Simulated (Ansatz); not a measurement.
Nb, a known structure type with other elements, at an estimated volume

```
Nb
1.0
     0.00000    2.07927    2.07927
     2.07927    0.00000    2.07927
     2.07927    2.07927    0.00000
Nb
1
Direct
  0.00000 0.00000 0.00000
```

Single point in Ansatz 0.2.0 with r2SCAN, no spin polarisation. Cutoff 500 eV, PAW datasets, 14×14×14 Γ-centred k mesh, fermi-dirac filling (width 0.1 eV).

Problem. What does the stress say?

Solution. The pressure is 7.0 GPa (compression positive), so with the atoms held at these fractions the cell would first expand.

Problem. What do density and ELF say about some of the short contacts?

Solution. Nb–Nb at 2.94 Å: least valence density 0.26 e/Å³ and ELF 0.24 there. Both are smooth PAW fields, read partly inside the augmentation spheres.

Problem. Metal or insulator?

Solution. It is a metal, with about 1.4 states/eV a cell as the mean within 0.25 eV of the Fermi level, mostly Nb d (87 %).

Origin: a known structure type with other elements, at an estimated volume, so it need not be a known compound. Caveats: many states at the Fermi level without spin polarisation, so a magnetic state may lie lower.
